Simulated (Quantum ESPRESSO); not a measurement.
# HfN (Fm-3m) in Quantum ESPRESSO: notebook

One crystal, HfN, is run at these levels: PBEsol; tasks: single point, equation of state.

All numbers are computed with Quantum ESPRESSO 7.5; they aren't measurements. Logs are shortened: lines on timing, memory, paths and dates and some standing lists are left out, and cuts for length are marked.

## Step 1: The crystal as given

Symmetry: Fm-3m, No. 225, cubic system. Conventional cell: a = 4.512 Å, b = 4.512 Å, c = 4.512 Å, α = 90.00°, β = 90.00°, γ = 90.00°. Hf (site symmetry m-3m) has 6 N at 2.26 Å as nearest neighbours. N (site symmetry m-3m) has 6 Hf at 2.26 Å as nearest neighbours.

## Step 2: Single point, PBEsol, 10.79 Å³/atom

pw.in

```
&CONTROL
  calculation = 'scf'
  prefix = 'pwscf'
  outdir = './tmp'
  pseudo_dir = './pseudo'
  tprnfor = .true.
  tstress = .true.
  disk_io = 'nowf'
/
&SYSTEM
  ibrav = 0
  nat = 2
  ntyp = 2
  ecutwfc = 84
  nbnd = 15
  occupations = 'smearing'
  smearing = 'fd'
  degauss = 0.00367493
/
&ELECTRONS
  conv_thr = 4d-10
  electron_maxstep = 120
  mixing_beta = 0.5
/
ATOMIC_SPECIES
Hf   178.4900 Hf.upf
N     14.0070 N.upf
CELL_PARAMETERS angstrom
   0.0000000000    2.2099462613    2.2099462613
   2.2099462613    0.0000000000    2.2099462613
   2.2099462613    2.2099462613    0.0000000000
ATOMIC_POSITIONS crystal
Hf     0.0000000000    0.0000000000    0.0000000000
N      0.5000000000    0.5000000000    0.5000000000
K_POINTS automatic
10 10 10 0 0 0
```

Potentials or basis: PseudoDojo 0.4.1 SR PBEsol standard.

Started as:

```bash
$ OMP_NUM_THREADS=1 pw.x -in pw.in > pw.out
```

pw.out:

```text
This program is part of the open-source Quantum ESPRESSO suite
     for quantum simulation of materials; please cite
[... 9 lines left out ...]
     --------------------
     sticks:   dense  smooth     PW     G-vecs:    dense   smooth      PW
     Sum         805     805    253                15089    15089    2637

     Using Slab Decomposition

     bravais-lattice index     =            0
     lattice parameter (alat)  =       5.9060  a.u.
     unit-cell volume          =     145.6705 (a.u.)^3
     number of atoms/cell      =            2
     number of atomic types    =            2
     number of electrons       =        17.00
     number of Kohn-Sham states=           15
     kinetic-energy cutoff     =      84.0000  Ry
     charge density cutoff     =     336.0000  Ry
     scf convergence threshold =      4.0E-10
     mixing beta               =       0.5000
     number of iterations used =            8  plain     mixing
     Exchange-correlation= PBESOL
                           (   1   4  10   8   0   0   0)

     celldm(1)=   5.906029  celldm(2)=   0.000000  celldm(3)=   0.000000
     celldm(4)=   0.000000  celldm(5)=   0.000000  celldm(6)=   0.000000

     crystal axes: (cart. coord. in units of alat)
               a(1) = (   0.000000   0.707107   0.707107 )
               a(2) = (   0.707107   0.000000   0.707107 )
               a(3) = (   0.707107   0.707107   0.000000 )

     reciprocal axes: (cart. coord. in units 2 pi/alat)
               b(1) = ( -0.707107  0.707107  0.707107 )
               b(2) = (  0.707107 -0.707107  0.707107 )
               b(3) = (  0.707107  0.707107 -0.707107 )

     PseudoPot. # 1 for Hf read from file:
     Hf.upf
     Pseudo is Norm-conserving + core correction, Zval = 12.0
     Generated using ONCVPSP code by D. R. Hamann
     Using radial grid of 1656 points,  8 beta functions with:
                l(1) =   0
                l(2) =   0
                l(3) =   1
                l(4) =   1
                l(5) =   2
                l(6) =   2
                l(7) =   3
                l(8) =   3

     PseudoPot. # 2 for N  read from file:
     N.upf
     Pseudo is Norm-conserving + core correction, Zval =  5.0
     Generated using ONCVPSP code by D. R. Hamann
     Using radial grid of 1058 points,  4 beta functions with:
                l(1) =   0
                l(2) =   0
                l(3) =   1
                l(4) =   1

     atomic species   valence    mass     pseudopotential
     Hf               12.00   178.49000     Hf( 1.00)
     N                 5.00    14.00700     N ( 1.00)

     48 Sym. Ops., with inversion, found

   Cartesian axes

     site n.     atom                  positions (alat units)
         1        Hf     tau(   1) = (   0.0000000   0.0000000   0.0000000  )
         2        N      tau(   2) = (   0.7071068   0.7071068   0.7071068  )

     number of k points=    47  Fermi-Dirac smearing, width (Ry)=  0.0037
                       cart. coord. in units 2pi/alat
        k(    1) = (   0.0000000   0.0000000   0.0000000), wk =   0.0020000
        k(    2) = (   0.0707107   0.0707107  -0.0707107), wk =   0.0160000
        k(    3) = (   0.1414214   0.1414214  -0.1414214), wk =   0.0160000
        k(    4) = (   0.2121320   0.2121320  -0.2121320), wk =   0.0160000
        k(    5) = (   0.2828427   0.2828427  -0.2828427), wk =   0.0160000
        k(    6) = (  -0.3535534  -0.3535534   0.3535534), wk =   0.0080000
[... 39 lines left out ...]
        k(   46) = (  -0.0707107  -0.3535534   0.6363961), wk =   0.0480000
        k(   47) = (  -0.7071068   0.2828427   0.0000000), wk =   0.0240000

     Dense  grid:    15089 G-vectors     FFT dimensions: (  36,  36,  36)

     Initial potential from superposition of free atoms

     starting charge      16.9983, renormalised to      17.0000
     Starting wfcs are   14 randomized atomic wfcs +    1 random wfcs

     Self-consistent Calculation

     iteration #  1     ecut=    84.00 Ry     beta= 0.50
     Davidson diagonalization with overlap
     ethr =  1.00E-02,  avg # of iterations =  4.5

     total energy              =    -133.52658567 Ry
     estimated scf accuracy    <       0.49248878 Ry

     iteration #  2     ecut=    84.00 Ry     beta= 0.50
     Davidson diagonalization with overlap
     ethr =  2.90E-03,  avg # of iterations =  2.0

     total energy              =    -133.67480715 Ry
     estimated scf accuracy    <       0.20497913 Ry

     iteration #  3     ecut=    84.00 Ry     beta= 0.50
     Davidson diagonalization with overlap
     ethr =  1.21E-03,  avg # of iterations =  1.4

     total energy              =    -133.71147933 Ry
     estimated scf accuracy    <       0.00272962 Ry

     iteration #  4     ecut=    84.00 Ry     beta= 0.50
     Davidson diagonalization with overlap
     ethr =  1.61E-05,  avg # of iterations =  3.4

     total energy              =    -133.71190398 Ry
     estimated scf accuracy    <       0.00178505 Ry

     iteration #  5     ecut=    84.00 Ry     beta= 0.50
     Davidson diagonalization with overlap
     ethr =  1.05E-05,  avg # of iterations =  1.0
[... 22 lines left out ...]
     total energy              =    -133.71188734 Ry
     estimated scf accuracy    <       0.00000024 Ry

     iteration #  9     ecut=    84.00 Ry     beta= 0.50
     Davidson diagonalization with overlap
     ethr =  1.38E-09,  avg # of iterations =  2.4

     total energy              =    -133.71188739 Ry
     estimated scf accuracy    <       0.00000001 Ry

     iteration # 10     ecut=    84.00 Ry     beta= 0.50
     Davidson diagonalization with overlap
     ethr =  6.39E-11,  avg # of iterations =  2.1

     total energy              =    -133.71188739 Ry
     estimated scf accuracy    <          3.1E-09 Ry

     iteration # 11     ecut=    84.00 Ry     beta= 0.50
     Davidson diagonalization with overlap
     ethr =  1.81E-11,  avg # of iterations =  2.0

     End of self-consistent calculation

          k = 0.0000 0.0000 0.0000 (  1917 PWs)   bands (ev):

   -42.5453 -10.9113 -10.9113 -10.9113   2.0416  16.8176  16.8176  16.8176
    19.4617  19.4617  19.4617  21.9853  21.9853  22.3003  29.5353

          k = 0.0707 0.0707-0.0707 (  1898 PWs)   bands (ev):

   -42.5373 -11.0439 -10.9216 -10.9216   2.3083  15.8551  16.2058  16.2058
    19.7350  19.8198  19.8198  22.8022  22.8022  22.9832  30.3538

          k = 0.1414 0.1414-0.1414 (  1901 PWs)   bands (ev):

   -42.5161 -11.3743 -10.9483 -10.9483   3.0204  14.0992  15.1057  15.1057
    20.1830  20.7082  20.7082  24.4241  24.6262  24.6262  32.3542

          k = 0.2121 0.2121-0.2121 (  1895 PWs)   bands (ev):

   -42.4899 -11.7540 -10.9809 -10.9809   3.9617  12.3953  14.1482  14.1482
    20.9756  21.9707  21.9707  25.6359  26.7135  26.7135  33.6051

          k = 0.2828 0.2828-0.2828 (  1904 PWs)   bands (ev):

   -42.4686 -12.0421 -11.0070 -11.0070   4.8380  11.0873  13.5298  13.5298
    22.2480  23.2870  23.2870  25.5972  28.5821  28.5821  33.1445

          k =-0.3536-0.3536 0.3536 (  1892 PWs)   bands (ev):

   -42.4604 -12.1481 -11.0168 -11.0168   5.2294  10.5579  13.3178  13.3178
    23.4444  23.9212  23.9212  24.6522  29.5376  29.5376  33.1076

          k = 0.1414-0.0000 0.0000 (  1900 PWs)   bands (ev):
[... 99 lines left out ...]
          k =-0.0000-0.4243 0.4243 (  1887 PWs)   bands (ev):

   -42.4458 -11.7927 -11.5349 -11.0899   4.4096  12.0037  13.8547  14.2487
    21.7665  22.6400  23.2657  25.5722  29.3052  30.8063  31.6615

          k = 0.5657-0.0000 0.0000 (  1884 PWs)   bands (ev):

   -42.4434 -11.8547 -11.2680 -11.2680   3.2994  13.7655  15.9734  16.0868
    16.0868  24.0594  25.5260  25.6220  25.6220  29.4401  30.8678

          k =-0.0707-0.6364 0.6364 (  1894 PWs)   bands (ev):

   -42.4353 -11.8864 -11.3495 -11.2782   3.3188  14.2112  14.9905  15.8231
    16.9766  24.8348  25.4405  25.6916  26.4259  28.9583  30.1666

          k = 0.0000-0.5657 0.5657 (  1894 PWs)   bands (ev):

   -42.4335 -11.8160 -11.5110 -11.2379   3.6240  13.8606  14.3510  15.1179
    18.1871  24.5718  25.1493  26.3091  26.7852  29.1705  31.0713

          k =-0.7071 0.0000 0.0000 (  1868 PWs)   bands (ev):

   -42.4326 -11.9282 -11.3048 -11.3048   3.1427  14.4860  15.7249  16.1815
    16.1815  24.3391  25.9549  25.9549  26.2768  28.7100  29.4544

          k = 0.2828 0.1414 0.0000 (  1907 PWs)   bands (ev):

   -42.4994 -11.4772 -11.0962 -10.9829   3.3961  13.0240  14.9132  15.3751
    18.9729  21.9695  22.6499  23.1209  24.8056  27.6242  33.8064

          k = 0.3536 0.2121-0.0707 (  1901 PWs)   bands (ev):

   -42.4765 -11.7326 -11.1827 -11.0177   4.0163  12.2400  14.1037  14.7179
    19.6548  22.7901  23.8034  24.3821  26.3406  28.8700  33.5023

          k =-0.2828-0.4243 0.5657 (  1900 PWs)   bands (ev):

   -42.4579 -11.9399 -11.2246 -11.0628   4.5290  11.6484  13.6850  14.1208
    20.7398  23.6757  23.8015  25.9899  27.7983  29.5876  32.0527

          k =-0.2121-0.3536 0.4950 (  1900 PWs)   bands (ev):

   -42.4508 -12.0182 -11.2345 -11.0848   4.7295  11.4148  13.7155  13.7461
    21.9930  22.5116  24.3577  26.8273  28.8075  29.4530  31.6571

          k = 0.4243 0.1414-0.0000 (  1902 PWs)   bands (ev):

   -42.4678 -11.7078 -11.2252 -11.1222   3.7448  12.6118  14.9359  15.0712
    18.1557  23.8829  24.1100  24.4990  25.4166  29.5663  33.3089

          k =-0.2121-0.4950 0.6364 (  1893 PWs)   bands (ev):

   -42.4509 -11.8274 -11.3289 -11.1654   4.0092  12.6228  14.2184  14.6558
    19.0435  24.0406  24.7697  25.2973  27.1855  29.9268  31.4462

          k =-0.1414-0.4243 0.5657 (  1889 PWs)   bands (ev):
[... 9 lines left out ...]
          k = 0.0000-0.2828 0.4243 (  1887 PWs)   bands (ev):

   -42.4579 -11.7969 -11.3654 -11.0658   4.2841  12.0527  13.8655  14.4530
    20.4188  23.5328  23.5631  24.8243  28.0496  29.7758  32.1979

          k =-0.1414-0.5657 0.7071 (  1886 PWs)   bands (ev):

   -42.4423 -11.8361 -11.3281 -11.2627   3.5520  13.5889  14.9258  15.1063
    17.7404  24.6172  24.9578  25.5534  26.5367  29.5668  30.8938

          k =-0.0707-0.4950 0.6364 (  1884 PWs)   bands (ev):

   -42.4352 -11.8048 -11.4719 -11.2723   3.7343  13.6645  14.3265  14.7405
    18.7709  23.6869  25.6390  25.8597  27.1641  29.6832  31.2680

          k = 0.0000-0.4243 0.5657 (  1899 PWs)   bands (ev):

   -42.4361 -11.6692 -11.6691 -11.2150   4.0466  12.8995  14.2663  14.3329
    20.2141  22.4947  25.1332  26.2896  27.5123  30.8297  32.4990

          k =-0.7071 0.1414 0.0000 (  1888 PWs)   bands (ev):

   -42.4326 -11.8712 -11.3671 -11.3240   3.3878  14.4136  14.8735  15.0978
    17.6427  24.7418  25.1143  25.9616  26.8422  28.8942  30.3951

          k =-0.1414-0.4243 0.7071 (  1880 PWs)   bands (ev):

   -42.4395 -11.7782 -11.4828 -11.2401   4.0184  12.9402  14.2045  14.3858
    19.9781  22.6865  25.3665  25.5765  27.8636  30.5662  31.6897

          k =-0.0707-0.3536 0.6364 (  1888 PWs)   bands (ev):

   -42.4351 -11.7181 -11.5690 -11.2832   4.0241  13.0348  14.2424  14.3002
    21.1471  21.2332  25.6509  26.3169  27.0302  31.2618  32.3382

          k =-0.7071 0.2828 0.0000 (  1888 PWs)   bands (ev):

   -42.4324 -11.7196 -11.5272 -11.3546   3.8305  13.6486  14.3024  14.3834
    19.8443  22.3668  25.9151  25.9726  26.8317  30.7326  32.1922

     the Fermi energy is    19.9111 ev

!    total energy              =    -133.71188739 Ry
     estimated scf accuracy    <          6.9E-11 Ry
     smearing contrib. (-TS)   =      -0.00044858 Ry
     internal energy E=F+TS    =    -133.71143881 Ry

     The total energy is F=E-TS. E is the sum of the following terms:
     one-electron contribution =      -3.42915466 Ry
     hartree contribution      =      12.83799387 Ry
     xc contribution           =     -34.69502124 Ry
     ewald contribution        =    -108.42525678 Ry

     convergence has been achieved in  11 iterations

     Forces acting on atoms (cartesian axes, Ry/au):

     atom    1 type  1   force =    -0.00000000   -0.00000000    0.00000000
     atom    2 type  2   force =     0.00000000    0.00000000    0.00000000

     Total force =     0.000000     Total SCF correction =     0.000000

     Computing stress (Cartesian axis) and pressure

          total   stress  (Ry/bohr**3)                   (kbar)     P=      166.44
   0.00113144  -0.00000000  -0.00000000          166.44       -0.00       -0.00
  -0.00000000   0.00113144  -0.00000000           -0.00      166.44       -0.00
  -0.00000000   0.00000000   0.00113144           -0.00        0.00      166.44

=------------------------------------------------------------------------------=
   JOB DONE.
=------------------------------------------------------------------------------=
```

Run time: 21 s. Hardware: 1 thread of Arm Neoverse V2, shared host; peak memory 0.06 GiB.

Results:

```
Free energy            : -1819.2429 eV
Pressure               : 16.6 GPa
Band gap on the k mesh : none (metal or under the smearing width)
```

## Step 3: Single point, PBEsol, 11.02 Å³/atom

Changes to pw.in since step 2:

```diff
@@ -28,5 +28,5 @@
 CELL_PARAMETERS angstrom
-   0.0000000000    2.2099462613    2.2099462613
-   2.2099462613    0.0000000000    2.2099462613
-   2.2099462613    2.2099462613    0.0000000000
+   0.0000000000    2.2255097759    2.2255097759
+   2.2255097759    0.0000000000    2.2255097759
+   2.2255097759    2.2255097759    0.0000000000
 ATOMIC_POSITIONS crystal
```

Potentials or basis: PseudoDojo 0.4.1 SR PBEsol standard.

Started as:

```bash
$ OMP_NUM_THREADS=1 pw.x -in pw.in > pw.out
```

It took 21 s on 1 thread of Arm Neoverse V2, shared host; peak memory 0.06 GiB.

Results (log left out):

| Quantity | Value |
| --- | --- |
| Free energy | -1819.2802 eV |
| Pressure | 9.5 GPa |
| Band gap on the k mesh | none (metal or under the smearing width) |

## Step 4: Single point, PBEsol, 11.25 Å³/atom

Changes to pw.in since step 3:

```diff
@@ -28,5 +28,5 @@
 CELL_PARAMETERS angstrom
-   0.0000000000    2.2255097759    2.2255097759
-   2.2255097759    0.0000000000    2.2255097759
-   2.2255097759    2.2255097759    0.0000000000
+   0.0000000000    2.2408586042    2.2408586042
+   2.2408586042    0.0000000000    2.2408586042
+   2.2408586042    2.2408586042    0.0000000000
 ATOMIC_POSITIONS crystal
```

Started as:

```bash
$ OMP_NUM_THREADS=1 pw.x -in pw.in > pw.out
```

Run time: 21 s. Hardware: 1 thread of Arm Neoverse V2, shared host; peak memory 0.07 GiB.

Results (log left out):

- Free energy: -1819.2979 eV
- Pressure: 3.0 GPa
- Band gap on the k mesh: none (metal or under the smearing width)

## Step 5: Single point, PBEsol, 11.48 Å³/atom

Changes to pw.in since step 4:

```diff
@@ -28,5 +28,5 @@
 CELL_PARAMETERS angstrom
-   0.0000000000    2.2408586042    2.2408586042
-   2.2408586042    0.0000000000    2.2408586042
-   2.2408586042    2.2408586042    0.0000000000
+   0.0000000000    2.2560000000    2.2560000000
+   2.2560000000    0.0000000000    2.2560000000
+   2.2560000000    2.2560000000    0.0000000000
 ATOMIC_POSITIONS crystal
```

Started as:

```bash
$ OMP_NUM_THREADS=1 pw.x -in pw.in > pw.out
```

Wall time 21 s (1 thread of Arm Neoverse V2, shared host); peak memory 0.07 GiB.

Results (log left out):

```
Free energy            : -1819.2980 eV
Pressure               : -2.8 GPa
Band gap on the k mesh : none (metal or under the smearing width)
```

## Step 6: Single point, PBEsol, 11.71 Å³/atom

Changes to pw.in since step 5:

```diff
@@ -28,5 +28,5 @@
 CELL_PARAMETERS angstrom
-   0.0000000000    2.2560000000    2.2560000000
-   2.2560000000    0.0000000000    2.2560000000
-   2.2560000000    2.2560000000    0.0000000000
+   0.0000000000    2.2709408328    2.2709408328
+   2.2709408328    0.0000000000    2.2709408328
+   2.2709408328    2.2709408328    0.0000000000
 ATOMIC_POSITIONS crystal
```

Potentials or basis: PseudoDojo 0.4.1 SR PBEsol standard.

Started as:

```bash
$ OMP_NUM_THREADS=1 pw.x -in pw.in > pw.out
```

Run time: 21 s. Hardware: 1 thread of Arm Neoverse V2, shared host; peak memory 0.07 GiB.

The run converged. Its results:

| Property | Result |
| --- | --- |
| Free energy | -1819.2824 eV |
| Pressure | -8.0 GPa |
| Band gap on the k mesh | none (metal or under the smearing width) |

## Step 7: Single point, PBEsol, 11.94 Å³/atom

Changes to pw.in since step 6:

```diff
@@ -28,5 +28,5 @@
 CELL_PARAMETERS angstrom
-   0.0000000000    2.2709408328    2.2709408328
-   2.2709408328    0.0000000000    2.2709408328
-   2.2709408328    2.2709408328    0.0000000000
+   0.0000000000    2.2856876150    2.2856876150
+   2.2856876150    0.0000000000    2.2856876150
+   2.2856876150    2.2856876150    0.0000000000
 ATOMIC_POSITIONS crystal
```

Started as:

```bash
$ OMP_NUM_THREADS=1 pw.x -in pw.in > pw.out
```

Wall time 22 s (1 thread of Arm Neoverse V2, shared host); peak memory 0.07 GiB.

Results (log left out):

```yaml
Free_energy: -1819.2526 eV
Pressure: -12.7 GPa
Band_gap_on_the_k_mesh: none (metal or under the smearing width)
```

## Step 8: Single point, PBEsol, 12.17 Å³/atom

Changes to pw.in since step 7:

```diff
@@ -28,5 +28,5 @@
 CELL_PARAMETERS angstrom
-   0.0000000000    2.2856876150    2.2856876150
-   2.2856876150    0.0000000000    2.2856876150
-   2.2856876150    2.2856876150    0.0000000000
+   0.0000000000    2.3002465274    2.3002465274
+   2.3002465274    0.0000000000    2.3002465274
+   2.3002465274    2.3002465274    0.0000000000
 ATOMIC_POSITIONS crystal
```

Started as:

```bash
$ OMP_NUM_THREADS=1 pw.x -in pw.in > pw.out
```

It took 22 s on 1 thread of Arm Neoverse V2, shared host; peak memory 0.07 GiB.

It converged, with:

```yaml
Free_energy: -1819.2101 eV
Pressure: -16.9 GPa
Band_gap_on_the_k_mesh: none (metal or under the smearing width)
```

## Step 9: Equation of state, PBEsol

Potentials or basis: PseudoDojo 0.4.1 SR PBEsol standard.

No new run: the results of the series are fitted here.

What came out:

```
Equilibrium volume                      : 11.37 Å³/atom
Bulk modulus                            : 287 GPa
Pressure derivative of the bulk modulus : 4.3
```

Energy against volume, from the lowest point:
| volume (Å³/atom) | energy (meV/atom) |
| --- | --- |
| 10.793 | 27.56 |
| 11.023 | 8.93 |
| 11.252 | 0.08 |
| 11.482 | 0.00 |
| 11.712 | 7.81 |
| 11.941 | 22.71 |
| 12.171 | 43.96 |
